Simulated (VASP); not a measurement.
# ZnSe (Stilleite) (F-43m) in VASP: further runs, part 2 of 2

VASP 6.6.1.

## 5. Single point, LDA, spin-orbit coupling, no magnetisation

INCAR reads:

```
  PREC = Accurate
  ENCUT = 340
  EDIFF = 1E-7
  ISMEAR = 0
  SIGMA = 0.02
  LREAL = False
  LASPH = True
  NELM = 100
  ALGO = Normal
  ISIF = 2
  LWAVE = False
  LCHARG = False
  MAGMOM = 0 0 0 0 0 0
  LORBIT = 11
  LSORBIT = True
  GGA_COMPAT = False
  NBANDS = 34
```

KPOINTS reads:

```
regular mesh
0
Gamma
  9 9 9
```

POSCAR reads:

```
ZnSe
1.0
    0.0000000000      2.8338000000      2.8338000000
    2.8338000000      0.0000000000      2.8338000000
    2.8338000000      2.8338000000      0.0000000000
Se Zn
1 1
Direct
    0.7500000000      0.7500000000      0.7500000000
    0.0000000000      0.0000000000      0.0000000000
```

Potentials or basis: VASP PAW LDA potentials, release 64 (Se, Zn).

The run is started by

```console
> cat potpaw_LDA.64/Se/POTCAR potpaw_LDA.64/Zn/POTCAR > POTCAR
> mpirun -np 1 vasp_ncl > vasp.out
```

OUTCAR:

```text
PREC = Accurate
   ENCUT = 340
   EDIFF = 1E-7
   ISMEAR = 0
   LREAL = False
   LASPH = True
   NELM = 100
   ISIF = 2
   LORBIT = 11
   LSORBIT = True

 Found     55 irreducible k-points:

 Following reciprocal coordinates:
            Coordinates               Weight
  0.000000  0.000000  0.000000      1.000000
  0.111111  0.000000  0.000000      4.000000
 -0.111111  0.000000  0.000000      4.000000
  0.222222  0.000000  0.000000      4.000000
 -0.222222  0.000000  0.000000      4.000000
  0.333333  0.000000  0.000000      4.000000
   k-points           NKPTS =     55   k-points in BZ     NKDIM =     55   number of bands    NBANDS=     34
   number of dos      NEDOS =    301   number of ions     NIONS =      2
   total plane-waves  NPLWV =  13824
   dimension x,y,z NGX =    24 NGY =   24 NGZ =   24
   dimension x,y,z NGXF=    48 NGYF=   48 NGZF=   48
   ions per type =               1   1
   NGX,Y,Z   is equivalent  to a cutoff of   9.96,  9.96,  9.96 a.u.
   NGXF,Y,Z  is equivalent  to a cutoff of  19.91, 19.91, 19.91 a.u.
 SYSTEM =  unknown system
   PREC   = accura    normal or accurate (medium, high low for compatibility)
   ISTART =      0    job   : 0-new  1-cont  2-samecut
   ICHARG =      2    charge: 1-file 2-atom 10-const
   ISPIN  =      1    spin polarized calculation?
   LNONCOLLINEAR =      T non collinear calculations
   LSORBIT =      T    spin-orbit coupling
   LASPH  =      T    aspherical Exc in radial PAW
   ENCUT  =  340.0 eV  24.99 Ry    5.00 a.u.   6.03  6.03  6.03*2*pi/ulx,y,z
   NELM   =    100;   NELMIN=  2; NELMDL= -5     # of ELM steps
   EDIFF  = 0.1E-06   stopping-criterion for ELM
   LREAL  =      F    real-space projection
[... 7 lines left out ...]
   TEBEG  =    0.0;   TEEND  =   0.0 temperature during run
   PSTRESS=    0.0 pullay stress
   NELECT =      18.0000    total number of electrons
   NUPDOWN=      -1.0000    fix difference up-down
   EMIN   =  10.00;   EMAX   =-10.00  energy-range for DOS
   EFERMI =   0.00;   METHOD = LEGACY
   ISMEAR =     0;   SIGMA  =   0.02  broadening in eV -4-tet -1-fermi 0-gaus
   EFERMI_NEDOS =   21; number of points for ismear=-14 and -15
   IALGO  =     38    algorithm
   IMIX   =      4    mixing-type and parameters
     AMIX     =   0.40;   BMIX     =  1.00
     AMIX_MAG =   1.60;   BMIX_MAG =  1.00
  volume/ion in A,a.u.               =      22.76       153.57
  Fermi-wavevector in a.u.,A,eV,Ry     =   1.201673  2.270834 19.647073  1.444019
  Thomas-Fermi vector in A             =   2.337476
   LORBIT       =     11    0 simple, 1 ext, 2 COOP (PROOUT), +10 PAW based schemes
   GGA     = CA    functional components
   LHFCALC =     F    Hartree Fock is set to
   AEXX    =    0.0000 exact exchange contribution
   IVDW    =     0    specifies the selected vdW correction
   LEPSILON=     F    determine dielectric tensor
   LRPA    =     F    only Hartree local field effects (RPA)
 Gauss-broadening in eV      SIGMA  =   0.02
  energy-cutoff  :      340.00
  volume of cell :       45.51
 maximum number of plane-waves:      1316
   NGX = 13   NGY = 13   NGZ = 13

 number of electron      17.9999993 magnetization       0.0000000      0.0000000      0.0000000

 number of electron      17.9999993 magnetization      -0.0000000     -0.0000000     -0.0000000

 number of electron      17.9999993 magnetization       0.0000000      0.0000000     -0.0000000

 number of electron      17.9999993 magnetization       0.0000000     -0.0000000     -0.0000000

 Free energy of the ion-electron system (eV)
  ---------------------------------------------------
  ext. energy  EPLUGINS =         0.00000000
  ---------------------------------------------------
  free energy    TOTEN  =        -7.37406045 eV

  energy without entropy =       -7.37406045  energy(sigma->0) =       -7.37406045

 E-fermi :   1.7664     XC(G=0):  -9.6996

 val. band max:        1.6398462339   @ k =   0.0000   0.0000   0.0000
 cond. band min:       2.5750393888   @ k =   0.0000   0.0000   0.0000
 fundamental gap:      0.9351931549
 Fermi energy:         1.7664465448

 k-point     1 :       0.0000    0.0000    0.0000
  band No.  band energies     occupation
      1     -11.7817      1.00000
      2     -11.7817      1.00000
      3      -5.2658      1.00000
      4      -5.2658      1.00000
      5      -5.2658      1.00000
      6      -5.2658      1.00000
[... 22 lines left out ...]
     29      12.9848      0.00000
     30      12.9848      0.00000
[... 134 lines left out ...]
  band No.  band energies     occupation
      1     -11.2120      1.00000
      2     -11.2120      1.00000
      3      -5.2453      1.00000
      4      -5.2144      1.00000
      5      -5.1126      1.00000
      6      -5.1126      1.00000
[... 22 lines left out ...]
     29      12.4772      0.00000
     30      12.4772      0.00000

 [... further k-points ...]

 [bands above 30 left out]

------------------------ aborting loop because EDIFF is reached ----------------------------------------

  FORCE on cell =-STRESS in cart. coord.  units (eV):
  Direction    XX          YY          ZZ          XY          YZ          ZX
  --------------------------------------------------------------------------------------
  -------------------------------------------------------------------------------------
  Total       -0.9304775     -0.9304775     -0.9304775     -0.0000000      0.0000000     -0.0000000
  in kB      -32.7550949    -32.7550949    -32.7550949     -0.0000000      0.0000000     -0.0000000
  external PRESSURE =     -32.7550949 kB  Pullay stress =       0.0000000 kB

 VOLUME and BASIS-vectors are now :
 -----------------------------------------------------------------------------
  energy-cutoff  :      340.00
  volume of cell :       45.51
      direct lattice vectors                 reciprocal lattice vectors
     0.000000000  2.833800000  2.833800000    -0.176441527  0.176441527  0.176441527
     2.833800000  0.000000000  2.833800000     0.176441527 -0.176441527  0.176441527
     2.833800000  2.833800000  0.000000000     0.176441527  0.176441527 -0.176441527

 POSITION                                       TOTAL-FORCE (eV/Angst)
 -----------------------------------------------------------------------------------
      4.25070      4.25070      4.25070         0.000000      0.000000      0.000000
      0.00000      0.00000      0.00000        -0.000000     -0.000000     -0.000000
 -----------------------------------------------------------------------------------
    total drift:                                0.000002      0.000002      0.000002

  FREE ENERGIE OF THE ION-ELECTRON SYSTEM (eV)
  ---------------------------------------------------
  free  energy   TOTEN  =        -7.3740604482 eV

  energy  without entropy=       -7.3740604482  energy(sigma->0) =       -7.37406045

 Spin-Orbit-Coupling matrix elements

 Ion:    1  E_soc:     -0.0390119
 l=   1
     0.0000000    -0.0064937    -0.0064937
    -0.0064937     0.0000000    -0.0064937
    -0.0064937    -0.0064937     0.0000000
 l=   2
     0.0000000    -0.0000040     0.0000000    -0.0000040    -0.0000043
    -0.0000040     0.0000000    -0.0000032    -0.0000040    -0.0000011
     0.0000000    -0.0000032     0.0000000    -0.0000032     0.0000000
    -0.0000040    -0.0000040    -0.0000032     0.0000000    -0.0000011
    -0.0000043    -0.0000011     0.0000000    -0.0000011     0.0000000
 l=   3
     0.0000000     0.0000000     0.0000000     0.0000000     0.0000000     0.0000000     0.0000000
     0.0000000     0.0000000     0.0000000     0.0000000     0.0000000     0.0000000     0.0000000
     0.0000000     0.0000000     0.0000000     0.0000000     0.0000000     0.0000000     0.0000000
     0.0000000     0.0000000     0.0000000     0.0000000     0.0000000     0.0000000     0.0000000
     0.0000000     0.0000000     0.0000000     0.0000000     0.0000000     0.0000000     0.0000000
     0.0000000     0.0000000     0.0000000     0.0000000     0.0000000     0.0000000     0.0000000
     0.0000000     0.0000000     0.0000000     0.0000000     0.0000000     0.0000000     0.0000000

 Ion:    2  E_soc:     -0.0089229
 l=   1
     0.0000000    -0.0005152    -0.0005152
    -0.0005152     0.0000000    -0.0005152
    -0.0005152    -0.0005152     0.0000000
 l=   2
     0.0000000    -0.0001953     0.0000000    -0.0001953    -0.0007766
    -0.0001953     0.0000000    -0.0005825    -0.0001953    -0.0001942
     0.0000000    -0.0005825     0.0000000    -0.0005825     0.0000000
    -0.0001953    -0.0001953    -0.0005825     0.0000000    -0.0001942
    -0.0007766    -0.0001942     0.0000000    -0.0001942     0.0000000
 l=   3
     0.0000000     0.0000000     0.0000000     0.0000000     0.0000000     0.0000000     0.0000000
     0.0000000     0.0000000     0.0000000     0.0000000     0.0000000     0.0000000     0.0000000
     0.0000000     0.0000000     0.0000000     0.0000000     0.0000000     0.0000000     0.0000000
     0.0000000     0.0000000     0.0000000     0.0000000     0.0000000     0.0000000     0.0000000
     0.0000000     0.0000000     0.0000000     0.0000000     0.0000000     0.0000000     0.0000000
     0.0000000     0.0000000     0.0000000     0.0000000     0.0000000     0.0000000     0.0000000
     0.0000000     0.0000000     0.0000000     0.0000000     0.0000000     0.0000000     0.0000000

 total charge

# of ion       s       p       d       tot
------------------------------------------
    1        1.443   2.408   0.030   3.881
    2        0.547   0.454   9.778  10.779
--------------------------------------------------
tot          1.990   2.863   9.808  14.660

 magnetization (x)

# of ion       s       p       d       tot
------------------------------------------
    1       -0.000  -0.000   0.000  -0.000
    2        0.000  -0.000  -0.000   0.000
--------------------------------------------------
tot          0.000  -0.000  -0.000   0.000

 magnetization (y)

# of ion       s       p       d       tot
------------------------------------------
    1        0.000   0.000   0.000   0.000
    2       -0.000  -0.000   0.000  -0.000
--------------------------------------------------
tot         -0.000  -0.000   0.000  -0.000

 magnetization (z)

# of ion       s       p       d       tot
------------------------------------------
    1       -0.000   0.000   0.000  -0.000
    2        0.000  -0.000  -0.000  -0.000
--------------------------------------------------
tot          0.000  -0.000  -0.000  -0.000
```

OSZICAR:

```text
N       E                     dE             d eps       ncg     rms          rms(c)
DAV:   1     0.103796869447E+03    0.10380E+03   -0.61450E+03  3748   0.903E+02
DAV:   2     0.324709685132E+01   -0.10055E+03   -0.93930E+02  3824   0.237E+02
DAV:   3    -0.746862540793E+01   -0.10716E+02   -0.10546E+02  4418   0.796E+01
DAV:   4    -0.767905150957E+01   -0.21043E+00   -0.21011E+00  4246   0.116E+01
DAV:   5    -0.768011039665E+01   -0.10589E-02   -0.10588E-02  4364   0.802E-01    0.484E+00
DAV:   6    -0.739999025416E+01    0.28012E+00   -0.41058E-01  5110   0.226E+01    0.364E+00
DAV:   7    -0.737859588245E+01    0.21394E-01   -0.20398E-01  4280   0.357E+00    0.153E+00
DAV:   8    -0.737473290366E+01    0.38630E-02   -0.31246E-03  4194   0.455E-01    0.533E-01
DAV:   9    -0.737405822742E+01    0.67468E-03   -0.48227E-04  5208   0.254E-01    0.225E-01
DAV:  10    -0.737405415231E+01    0.40751E-05   -0.12092E-04  4098   0.790E-02    0.502E-02
DAV:  11    -0.737406230143E+01   -0.81491E-05   -0.88848E-06  4238   0.265E-02    0.237E-02
DAV:  12    -0.737406040743E+01    0.18940E-05   -0.23557E-06  4894   0.218E-02    0.196E-03
DAV:  13    -0.737406044821E+01   -0.40776E-07   -0.70869E-07  4316   0.538E-03
   1 F= -.73740604E+01 E0= -.73740604E+01  d E =-.122734E-21  mag=    -0.0000    -0.0000     0.0000
```

stdout:

```text
POSCAR found type information on POSCAR SeZn
 POSCAR found :  2 types and       2 ions
 scaLAPACK will be used
 LDA part: xc-table for (Slater(with rela. corr.)+CA(PZ))
 , standard interpolation
 POSCAR, INCAR and KPOINTS ok, starting setup
 FFT: planning ... GRIDC
 FFT: planning ... GRID_SOFT
 FFT: planning ... GRID
 WAVECAR not read
 entering main loop
```

It took 78 s on 1 thread of Intel Xeon Platinum 8488C (Sapphire Rapids), shared host; peak memory 0.21 GiB.

The run converged, but some of its settings lie outside the range that counts as converged, so its numbers aren't taken as properties of the crystal.

What came out:

- Free energy: -7.3741 eV
- Pressure: -3.3 GPa
- Valence electrons inside the program's atomic spheres: Se 3.88; Zn 10.78

Caveat: the cutoff is under 1.25 times the usual one of these potentials, so pressure, stress and relaxed cells hold a basis-set (Pulay) error.
